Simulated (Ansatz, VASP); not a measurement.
## TaSiH4: VASP beside Ansatz

INCAR

```
ALGO = Normal ; EDIFF = 1E-6
EDIFFG = -0.01 ; ENCUT = 600
GGA = PE ; IBRION = 2
ISIF = 3 ; ISMEAR = 0
LASPH = True ; LCHARG = False
LREAL = False ; LWAVE = False
NELM = 100 ; NSW = 100
PREC = Accurate ; SIGMA = 0.1
```

KPOINTS

```
k-points
0
Gamma
  12 12 12
```

Contents of POSCAR:

```
TaSiH4
1.0
    0.0000000000      3.0134467636      3.0134467636
    3.0134467636      0.0000000000      3.0134467636
    3.0134467636      3.0134467636      0.0000000000
Ta Si H
1 1 4
Direct
    0.0000000000      0.0000000000      0.0000000000
    0.7500000000      0.7500000000      0.7500000000
    0.5897780834      0.2306657498      0.5897780834
    0.5897780834      0.5897780834      0.5897780834
    0.2306657498      0.5897780834      0.5897780834
    0.5897780834      0.5897780834      0.2306657498
```

Input for Ansatz:

```yaml
crystal:
  lattice:
    - [0.0, 3.0134467636, 3.0134467636]
    - [3.0134467636, 0.0, 3.0134467636]
    - [3.0134467636, 3.0134467636, 0.0]
  atoms:
    - { symbol: Ta, position: [0.0, 0.0, 0.0] }
    - { symbol: Si, position: [0.75, 0.75, 0.75] }
    - { symbol: H, position: [0.5897780834, 0.2306657498, 0.5897780834] }
    - { symbol: H, position: [0.5897780834, 0.5897780834, 0.5897780834] }
    - { symbol: H, position: [0.2306657498, 0.5897780834, 0.5897780834] }
    - { symbol: H, position: [0.5897780834, 0.5897780834, 0.2306657498] }
basis:
  ecutwfc: 420
kpoints:
  mp_grid: { grid: [12, 12, 12] }
hamiltonian:
  xc: pbe
scf:
  occupations: { method: gaussian, width: 0.1 }
output:
  forces: true
  stress: true
  eigenvalues: true
  write_density: true
  write_potential: true
  elf: true
  volumetric_format: npy
relax:
  adjacent_minimum: "off"
  f_tol: 0.01
  max_steps: 80
  cell: { stress_tol: 0.05 }
```

Alike in both runs: task relaxation of cell and atoms; functional PBE; k mesh 12 × 12 × 12; occupations gaussian, width 0.1 eV; no spin polarisation.

|  | VASP | Ansatz |
| --- | --- | --- |
| version | VASP 6.6.1 | Ansatz 0.2.0 |
| potentials or method | VASP PAW PBE potentials, release 64 (Ta_pv, Si, H) | scalar-relativistic, plane waves, PAW |
| plane-wave cutoff (eV) | 600 | 420 |
| valence electrons in the cell | 19 | 21 |

|  | VASP | Ansatz | Ansatz less VASP |
| --- | --- | --- | --- |
| gap on the k mesh at the Fermi level, each at its own relaxed structure (eV) | none | none | - |
| relaxed volume (Å³/atom) | 9.12 | 9.12 | 0.000 |
| relaxed cell length with the largest relative difference (Å) | 4.262 | 4.262 | 0.0000 |

A gap of «none» marks a metal or a gap that the smearing closes. The two sets of potentials don't hold the same shells in valence.

Caveats: the relaxation stopped at its first step, so nothing moved; the bands computed are all filled at some k points, so no gap is given. Spin-orbit coupling is left out, which matters for the levels of Ta.
